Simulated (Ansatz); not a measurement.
Born–Oppenheimer molecular dynamics of a periodic cell of 16 atoms, WC (start crystal WC, start structure P-6m2, volume 1 times the crystal's). It goes on from the last frame of an earlier run, with new velocities.

Theory: DFT PBE, scalar-relativistic, plane waves, PAW (Ansatz 0.2.0). Settings: PAW set soft_1, cutoff 420 eV, k mesh 3x3x3, fermi-dirac smearing 0.3 eV, no spin polarisation.

```
ensemble        : NVT, Langevin thermostat
time step       : 1.5 fs
steps asked     : 240
set temperature : 2100 K
friction        : 0.02 /fs
seed            : 126779
```

Frames 30 fs apart, positions in Å, forces in eV/Å.

Velocities at 0.0 fs (Å/ps):

```
W -4.58 -1.34 -4.93
C -5.75 9.58 -8.45
W 1.01 2.11 -2.98
C -8.16 -2.75 2.48
W 3.75 -6.60 1.92
C -0.36 -11.75 -12.08
W -1.70 1.79 -2.81
C 0.07 29.63 -7.75
W -0.63 2.18 4.33
C -7.04 0.32 -8.95
W -0.35 -5.44 2.89
C -2.75 17.22 16.00
W 1.22 3.18 3.12
C 11.16 -6.61 23.86
W 2.13 1.23 -2.11
C -0.06 8.62 3.62
```

```xyz
16
Lattice="-2.8994 -5.0219 0.0000 4.3491 -2.5110 0.0000 0.0000 0.0000 5.6546" Properties=species:S:1:pos:R:3:forces:R:3 time_fs=0.0 energy_less_start_eV=0.000 T=1969
W -0.032 -4.676 0.241 -0.59 0.92 -3.94
C 1.388 -3.683 1.603 1.84 -3.02 -2.35
W 0.066 -4.726 2.830 -3.04 2.84 4.35
C 1.347 -3.853 4.474 1.33 -0.39 -1.30
W -1.502 -2.213 0.160 0.60 3.13 -0.64
C 0.111 -1.397 1.334 -1.52 0.93 2.75
W -1.269 -2.111 2.891 -4.31 -0.79 1.63
C 0.043 -1.347 4.428 -1.71 0.88 -1.68
W 1.516 -2.107 -0.022 -1.04 -1.75 5.14
C 2.828 -1.371 1.619 0.94 -0.31 -1.78
W 1.371 -2.274 3.018 2.38 3.50 -2.67
C 2.701 -1.098 4.271 2.72 -2.86 1.31
W -0.044 0.327 0.068 0.38 1.33 0.99
C -1.598 -3.797 1.578 2.03 -0.52 -0.76
W 0.001 0.422 2.922 -0.16 -1.52 1.45
C -1.489 -3.699 4.488 0.14 -2.37 -2.51
16
Lattice="-2.8994 -5.0219 0.0000 4.3491 -2.5110 0.0000 0.0000 0.0000 5.6546" Properties=species:S:1:pos:R:3:forces:R:3 time_fs=30.0 energy_less_start_eV=0.091 T=1765
W -0.077 -4.661 0.080 3.77 -1.97 -0.87
C 1.653 -3.971 1.514 -3.81 2.36 -0.69
W 0.045 -4.743 2.878 -0.38 0.51 2.00
C 1.552 -3.884 4.363 -1.22 -1.24 1.23
W -1.334 -2.276 0.213 -1.14 5.58 -6.32
C 0.053 -1.166 1.635 0.75 -3.02 -1.77
W -1.379 -2.046 2.878 1.91 -4.26 4.85
C -0.025 -1.208 4.451 1.00 -1.83 -0.64
W 1.485 -2.136 0.146 -0.49 -1.51 -0.51
C 2.880 -1.360 1.520 -0.32 0.85 0.30
W 1.478 -2.398 3.009 -0.08 6.45 -1.47
C 2.984 -1.542 4.377 -1.69 2.58 -0.22
W 0.011 0.408 0.244 0.85 -1.29 -5.11
C -1.286 -3.711 1.472 -1.06 -3.42 3.05
W 0.032 0.440 2.859 0.24 -1.55 4.32
C -1.482 -3.961 4.221 1.67 1.77 1.85
16
Lattice="-2.8994 -5.0219 0.0000 4.3491 -2.5110 0.0000 0.0000 0.0000 5.6546" Properties=species:S:1:pos:R:3:forces:R:3 time_fs=60.0 energy_less_start_eV=-0.773 T=1589
W 0.018 -4.679 -0.007 -0.02 -1.13 4.70
C 1.307 -3.958 1.510 3.51 0.96 0.08
W 0.017 -4.718 2.975 0.46 1.64 0.13
C 1.526 -3.921 4.508 0.31 1.65 -2.15
W -1.286 -2.201 0.117 -2.86 0.71 1.54
C 0.041 -1.436 1.536 0.21 1.59 1.08
W -1.432 -2.039 3.035 2.28 -3.90 -2.35
C 0.191 -1.299 4.312 -1.29 -0.35 0.76
W 1.466 -2.223 0.212 1.77 0.90 -3.24
C 2.930 -1.176 1.596 0.21 -3.47 -1.75
W 1.587 -2.331 2.862 -2.56 4.35 3.52
C 2.948 -1.250 4.343 0.06 -2.87 0.44
W 0.037 0.329 0.205 0.84 0.56 -2.14
C -1.226 -3.964 1.565 -3.95 2.45 -0.77
W 0.059 0.446 2.920 0.73 -2.04 1.50
C -1.464 -3.766 4.428 0.30 -1.04 -1.37
16
Lattice="-2.8994 -5.0219 0.0000 4.3491 -2.5110 0.0000 0.0000 0.0000 5.6546" Properties=species:S:1:pos:R:3:forces:R:3 time_fs=90.0 energy_less_start_eV=-1.233 T=1946
W 0.121 -4.736 0.089 -0.86 -0.72 1.89
C 1.629 -3.846 1.527 -1.71 -1.20 -0.31
W 0.015 -4.667 2.989 2.24 -1.65 -3.36
C 1.373 -3.796 4.328 2.38 -1.17 0.28
W -1.319 -2.208 0.091 -0.56 -0.39 2.60
C 0.091 -1.256 1.603 -0.18 -1.61 -0.74
W -1.457 -2.087 3.098 2.88 -2.52 -4.40
C 0.220 -1.579 4.319 -2.14 3.26 0.51
W 1.512 -2.284 0.127 1.35 1.73 -1.00
C 3.001 -1.453 1.349 0.60 1.22 2.17
W 1.571 -2.218 2.831 -0.69 1.29 2.58
C 2.962 -1.417 4.250 0.17 0.70 1.93
W 0.156 0.205 0.080 -0.98 2.17 1.38
C -1.433 -3.885 1.572 1.36 0.88 -0.83
W 0.146 0.409 3.055 -1.37 -2.75 -3.95
C -1.238 -3.890 4.358 -2.48 0.76 1.26
16
Lattice="-2.8994 -5.0219 0.0000 4.3491 -2.5110 0.0000 0.0000 0.0000 5.6546" Properties=species:S:1:pos:R:3:forces:R:3 time_fs=120.0 energy_less_start_eV=-0.792 T=2382
W 0.183 -4.725 0.254 0.20 -1.67 -1.50
C 1.710 -4.016 1.679 -2.93 2.17 -2.27
W 0.112 -4.741 3.008 0.98 -0.06 1.10
C 1.675 -3.901 4.566 -1.93 -0.19 -2.75
W -1.272 -2.361 0.123 -1.71 2.09 0.77
C 0.021 -1.479 1.385 2.59 0.83 3.38
W -1.379 -2.167 3.016 2.47 -1.87 0.32
C 0.057 -1.234 4.452 0.86 -4.89 -3.44
W 1.610 -2.264 0.116 0.57 0.99 2.14
C 3.151 -1.388 1.708 -2.35 -0.04 -2.39
W 1.442 -2.186 2.955 3.32 -0.90 0.51
C 3.059 -1.317 4.491 -0.46 -0.79 -1.21
W 0.203 0.184 0.047 -3.31 3.79 5.96
C -1.316 -3.918 1.580 0.60 -0.42 0.33
W 0.194 0.328 2.947 -2.34 -1.56 0.24
C -1.411 -4.048 4.431 3.45 2.51 -1.19
16
Lattice="-2.8994 -5.0219 0.0000 4.3491 -2.5110 0.0000 0.0000 0.0000 5.6546" Properties=species:S:1:pos:R:3:forces:R:3 time_fs=150.0 energy_less_start_eV=-0.178 T=2110
W 0.225 -4.743 0.247 -0.08 -0.26 -2.03
C 1.354 -3.812 1.681 3.49 -0.71 -0.47
W 0.098 -4.788 3.069 2.34 1.74 -2.56
C 1.697 -3.933 4.321 -0.96 0.60 2.31
W -1.357 -2.399 0.204 2.11 4.84 -0.69
C 0.170 -1.506 1.703 -0.72 0.81 -3.00
W -1.293 -2.290 2.968 -0.71 1.31 1.42
C 0.052 -1.400 4.437 1.44 -0.15 -0.56
W 1.635 -2.174 0.151 -0.77 -2.40 0.21
C 3.011 -1.482 1.498 0.61 0.81 0.75
W 1.563 -2.198 3.085 1.37 -0.86 -1.90
C 3.347 -1.207 4.358 -1.97 -4.10 1.59
W 0.274 0.239 0.083 -2.33 0.05 0.41
C -1.226 -3.937 1.630 -1.47 -0.57 -1.12
W 0.113 0.274 2.773 0.66 -0.56 5.58
C -1.025 -3.852 4.458 -3.03 -0.55 0.07
16
Lattice="-2.8994 -5.0219 0.0000 4.3491 -2.5110 0.0000 0.0000 0.0000 5.6546" Properties=species:S:1:pos:R:3:forces:R:3 time_fs=180.0 energy_less_start_eV=-0.109 T=2642
W 0.227 -4.756 0.092 -0.85 1.39 1.54
C 1.823 -3.966 1.557 -3.79 1.76 0.83
W 0.254 -4.821 3.065 -1.33 2.38 -3.90
C 1.701 -3.837 4.278 -0.51 -1.76 2.27
W -1.392 -2.324 0.214 4.48 0.91 -4.17
C 0.223 -1.351 1.275 -1.10 -1.33 3.71
W -1.270 -2.377 2.980 0.74 2.28 -0.86
C 0.215 -1.568 4.218 -0.86 2.22 1.51
W 1.664 -2.113 0.095 -0.54 -4.82 -0.06
C 2.998 -1.364 1.461 2.18 0.14 0.72
W 1.784 -2.187 3.029 -4.59 -2.41 -4.90
C 3.109 -1.488 4.352 0.85 1.54 0.35
W 0.196 0.242 0.033 -0.99 0.42 0.26
C -1.273 -3.929 1.591 0.34 -1.38 -1.25
W 0.056 0.154 2.778 4.15 0.82 3.29
C -1.433 -3.886 4.301 1.81 -2.16 0.67
16
Lattice="-2.8994 -5.0219 0.0000 4.3491 -2.5110 0.0000 0.0000 0.0000 5.6546" Properties=species:S:1:pos:R:3:forces:R:3 time_fs=210.0 energy_less_start_eV=0.048 T=2073
W 0.283 -4.731 0.116 -2.16 -2.36 2.39
C 1.689 -3.905 1.436 0.59 -0.65 2.50
W 0.337 -4.759 3.045 -2.94 -0.88 -3.96
C 1.686 -4.170 4.430 1.36 3.58 -1.27
W -1.243 -2.294 0.134 0.31 -2.07 2.33
C 0.237 -1.746 1.699 -0.38 2.60 -2.27
W -1.244 -2.397 2.991 0.29 -0.77 -0.10
C 0.140 -1.438 4.612 0.90 -0.27 -4.64
W 1.694 -2.264 0.059 -1.02 -0.47 1.76
C 3.222 -1.447 1.457 -2.13 0.89 2.00
W 1.846 -2.222 2.873 -3.15 -2.26 1.69
C 3.102 -1.413 4.390 0.44 -0.08 -1.02
W 0.064 0.248 0.090 5.72 -1.38 0.28
C -1.281 -4.067 1.487 0.33 0.75 1.63
W 0.128 0.019 2.878 3.36 2.80 2.10
C -1.167 -4.008 4.553 -1.52 0.55 -3.42
16
Lattice="-2.8994 -5.0219 0.0000 4.3491 -2.5110 0.0000 0.0000 0.0000 5.6546" Properties=species:S:1:pos:R:3:forces:R:3 time_fs=240.0 energy_less_start_eV=-1.030 T=2750
W 0.247 -4.681 0.239 0.60 -2.44 -4.81
C 1.698 -4.002 1.642 0.74 0.85 -1.63
W 0.233 -4.754 2.945 0.96 -1.05 2.60
C 1.549 -3.695 4.414 1.35 -5.20 -2.22
W -1.191 -2.222 0.166 -0.59 -1.65 -1.31
C 0.297 -1.427 1.444 -0.25 -0.63 1.03
W -1.277 -2.400 3.008 1.44 2.69 -0.52
C 0.280 -1.624 4.355 -0.80 1.95 -0.20
W 1.776 -2.324 0.111 -1.39 3.85 0.78
C 3.227 -1.353 1.500 -0.25 -1.28 1.05
W 1.732 -2.247 2.800 0.49 -0.73 4.84
C 3.180 -1.414 4.392 -0.35 -0.14 -0.73
W 0.192 0.249 0.147 2.60 -0.30 -0.92
C -1.081 -3.897 1.512 -2.74 -0.24 1.09
W 0.338 0.058 2.990 -3.49 2.96 -1.53
C -1.315 -4.061 4.290 1.67 1.37 2.50
16
Lattice="-2.8994 -5.0219 0.0000 4.3491 -2.5110 0.0000 0.0000 0.0000 5.6546" Properties=species:S:1:pos:R:3:forces:R:3 time_fs=270.0 energy_less_start_eV=-0.817 T=1924
W 0.189 -4.712 0.269 1.09 -1.74 -4.27
C 1.664 -3.839 1.513 -1.14 -0.82 1.80
W 0.041 -4.736 2.869 5.28 -1.31 4.57
C 1.611 -4.089 4.354 -0.44 2.56 0.59
W -1.305 -2.214 0.216 1.21 -0.17 -2.12
C 0.091 -1.440 1.579 1.82 0.55 0.10
W -1.258 -2.274 3.022 -1.33 1.55 0.11
C 0.354 -1.510 4.420 -3.16 1.87 1.11
W 1.703 -2.244 0.173 0.59 -0.32 -1.08
C 3.150 -1.555 1.630 -0.56 1.96 -0.65
W 1.497 -2.193 2.956 5.89 -3.62 0.35
C 3.271 -1.333 4.347 -2.11 -0.89 1.37
W 0.354 0.245 0.190 -5.11 -0.05 -0.43
C -1.360 -3.835 1.577 1.22 -0.51 0.46
W 0.318 0.209 3.059 -4.53 1.62 -1.16
C -1.270 -3.860 4.475 1.28 -0.69 -0.74
16
Lattice="-2.8994 -5.0219 0.0000 4.3491 -2.5110 0.0000 0.0000 0.0000 5.6546" Properties=species:S:1:pos:R:3:forces:R:3 time_fs=300.0 energy_less_start_eV=-0.715 T=2711
W 0.157 -4.685 0.061 0.29 -1.22 4.93
C 1.438 -4.142 1.850 2.61 2.71 -3.24
W -0.049 -4.843 2.970 3.02 2.08 2.30
C 1.615 -3.752 4.564 -0.03 -2.11 -1.75
W -1.352 -2.196 0.282 1.02 -0.25 -0.80
C 0.293 -1.465 1.533 -3.36 1.36 1.97
W -1.285 -2.214 3.082 -1.75 -0.37 -0.90
C 0.075 -1.450 4.408 0.94 2.00 1.46
W 1.618 -2.187 0.207 0.59 -1.09 0.37
C 3.076 -1.378 1.595 -0.37 -1.38 -0.41
W 1.484 -2.247 3.039 2.48 -0.91 0.03
C 2.869 -1.302 4.452 1.90 -1.29 -0.67
W 0.306 0.231 0.221 -4.55 1.73 -0.06
C -1.232 -3.918 1.638 -2.06 0.75 -0.83
W 0.081 0.358 3.096 0.45 -1.62 -1.44
C -1.286 -3.809 4.502 -1.17 -0.39 -0.97
16
Lattice="-2.8994 -5.0219 0.0000 4.3491 -2.5110 0.0000 0.0000 0.0000 5.6546" Properties=species:S:1:pos:R:3:forces:R:3 time_fs=330.0 energy_less_start_eV=1.409 T=1651
W 0.116 -4.713 0.044 -0.68 -0.35 4.33
C 1.472 -3.686 1.458 0.42 -5.95 1.56
W -0.095 -4.803 3.099 3.48 -0.17 -4.20
C 1.577 -4.091 4.230 -1.41 1.23 3.34
W -1.274 -2.203 0.278 -2.95 -0.43 -2.43
C 0.054 -1.371 1.764 1.80 1.16 -2.46
W -1.289 -2.123 3.013 -0.60 -4.49 1.46
C 0.161 -1.306 4.590 -1.44 -1.47 -2.57
W 1.500 -2.150 0.270 -1.52 -1.58 -3.23
C 2.855 -1.590 1.529 3.37 3.99 2.64
W 1.641 -2.401 3.001 -4.43 4.15 2.77
C 2.903 -1.592 4.646 1.73 2.22 -3.76
W 0.086 0.260 0.255 0.73 1.93 0.14
C -1.310 -3.817 1.680 -0.87 -0.80 -1.15
W -0.018 0.358 3.035 1.44 -1.26 0.33
C -1.462 -3.981 4.303 0.91 1.82 3.23
```

Of the whole run (360 fs, mean temperature of the second half 2315 K): The mean temperature of the second half is 10 % above the set value. A run of 0.36 ps of so small a system gives no equilibrium averages. Limits of this set-up: coarse k mesh.

Time of the run: 41 min on 2 threads of Arm Neoverse V1, on a shared host, peak memory 0.78 GiB.
